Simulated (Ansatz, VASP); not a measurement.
## MgS: VASP beside Ansatz

```xyz
2
Lattice="0.0000 2.7201 2.5388 2.7201 0.0000 2.5388 2.7201 2.7201 0.0000" Properties=species:S:1:pos:R:3 pbc="T T T"
Mg    0.0000    0.0000    0.0000
S     2.7201    2.7201    2.5388
```

Change from the starting cell: epitaxial_xy strain +4.6%.

Alike in both runs: task single point; functional HSE06; k mesh 6 × 6 × 6; no spin polarisation.

|  | VASP | Ansatz |
| --- | --- | --- |
| version | VASP 6.6.1 | Ansatz 0.2.0 |
| potentials or method | VASP PAW PBE potentials, release 64 (Mg, S) | plane waves, PAW |
| plane-wave cutoff (eV) | 520 | 420 |
| occupations | gaussian, width 0.01 eV | fixed |
| valence electrons in the cell | 8 | 16 |

Ansatz gave:

- gap on the k mesh at the Fermi level (eV): 3.38
- pressure (GPa): -4.2
- largest component of the traceless stress (GPa): 3.64

**Question.** Estimate VASP's values.

**Answer.** gap on the k mesh at the Fermi level (eV): 3.32; pressure (GPa): -4.5; largest component of the traceless stress (GPa): 3.59.

The two sets of potentials don't hold the same shells in valence. Ansatz warned: «stress_exchange_threshold_loose».

Caveats: the PAW data sets were made with another functional, which shifts forces and pressure a little (VASP). A k mesh can miss the band edges.
